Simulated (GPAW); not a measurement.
CuCl2:

```
Cu Cl
1.0
     4.52065    0.00000    0.00000
     0.00000    4.52065    0.00000
     0.00000    0.00000    4.31771
Cu Cl
1 2
Direct
  0.00000 0.00000 0.00000
  0.00000 0.50000 0.00000
  0.50000 0.00000 0.00000
```

Measurements of this composition are mostly on another form, of space group No. 12.

```yaml
Program: GPAW 26.7.0
Task: relaxation of cell and atoms
Functional: PBEsol
Dispersion: D4
Potentials_or_basis: PAW data sets generated in the run's folder for this functional
Cutoff: 600 eV
Basis: pw
k_mesh: 5 × 5 × 5
Occupations: fermi-dirac, width 0.05 eV
Spin: no spin polarisation
```

At the start: pressure -2.0 GPa; volume 29.41 Å³/atom.

Where does the relaxation end?

Over 11 steps the energy falls by 18.3 meV/atom and the volume is 24.38 Å³/atom (-17.1 %); space group P4/mmm (No. 123, to 0.05 Å).

The path:
```csv
step,energy change (eV),largest force (eV/Å),pressure (GPa),volume (Å³)
1,0.0000,0.0000,-1.97,88.24
2,-0.0062,0.0000,-1.74,87.78
3,-0.0239,0.0000,-0.05,84.75
4,-0.0243,0.0000,-0.18,84.90
5,-0.0250,0.0000,-0.33,84.95
6,-0.0270,0.0000,-0.64,84.63
7,-0.0312,0.0000,-1.06,83.22
8,-0.0386,0.0000,-1.59,79.21
9,-0.0437,0.0000,-1.49,74.80
10,-0.0519,0.0000,-0.72,73.47
11,-0.0549,0.0000,0.04,73.14
```

Final structure:
```
Cu Cl
1.0
     4.44501    0.00000    0.00000
     0.00000    4.44501    0.00000
     0.00000    0.00000    3.70183
Cu Cl
1 2
Direct
  0.00000 0.00000 0.00000
  0.00000 0.50000 0.00000
  0.50000 0.00000 0.00000
```

Caveat: with this Cu data set, volumes or pressures lay over 1.5 % or 2 GPa off other programs in two to four cells of ten; later steps reuse the first step's grids; the volume moved by over 15 % at a fixed basis, so the end points are rough; an odd number of electrons without spin polarisation forces a metal; a magnetic or distorted state may lie lower; the run has no spin polarisation, though such a crystal can be magnetic.
